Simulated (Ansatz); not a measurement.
The system is CoO.

```
CELL_PARAMETERS angstrom
-1.50800 1.50800 2.10725
1.50800 -1.50800 2.10725
1.50800 1.50800 -2.10725
ATOMIC_POSITIONS crystal
Co 0.00000 0.00000 0.00000
O 0.50000 0.50000 0.00000
```

```yaml
Program: Ansatz 0.2.0
Task: relaxation of cell and atoms
Functional: PBEsol0
Potentials_or_basis: Ansatz PAW
Cutoff: "420 eV (not typed: the program's choice for these potentials)"
k_mesh: 6 × 6 × 6
Occupations: fermi-dirac, width 0.05 eV
Spin: collinear spin, ferromagnetic start
Starting_moments: "[2.0, 0.0] μB"
```

At the start: volume 9.58 Å³/atom.

Q: Where does the relaxation end?

A: It ends after 8 steps and the volume is 9.04 Å³/atom (-5.7 %); space group I4/mmm (No. 139, to 0.05 Å); moment 3.00 μB per cell.

The path:
```
step  energy change (eV)  largest force (eV/Å)  volume (Å³)
   1              0.0000                0.0000        19.17
   2             -0.0431                0.0000        18.50
   3             -0.0556                0.0000        18.00
   4             -0.0557                0.0000        18.06
   5             -0.0556                0.0000        18.08
   6             -0.0506                0.0000        18.08
   7             -0.0507                0.0000        18.07
   8             -0.0507                0.0000        18.07
```

Final structure:
```
Co O
1.0
    -1.48899    1.48899    2.03759
     1.48899   -1.48899    2.03759
     1.48899    1.48899   -2.03759
Co O
1 1
Direct
  0.00000 0.00000 0.00000
  0.50000 0.50000 0.00000
```

Caveat: the k mesh is coarse (spacing up to 0.49 Å⁻¹), so the values aren't converged, least of all with exact exchange; the magnetic or orbital state may not be the lowest; the plane-wave basis is chosen anew once the cell has moved, so the energies of steps on either side of that aren't comparable; the pressure holds a Pulay correction of +0.8 GPa for the finite cutoff; a cell with one magnetic atom can't hold antiferromagnetic order, which such compounds often take; the PAW data sets come from PBE, with cores solved anew for the run's functional, which leaves a small shift of forces and pressure.
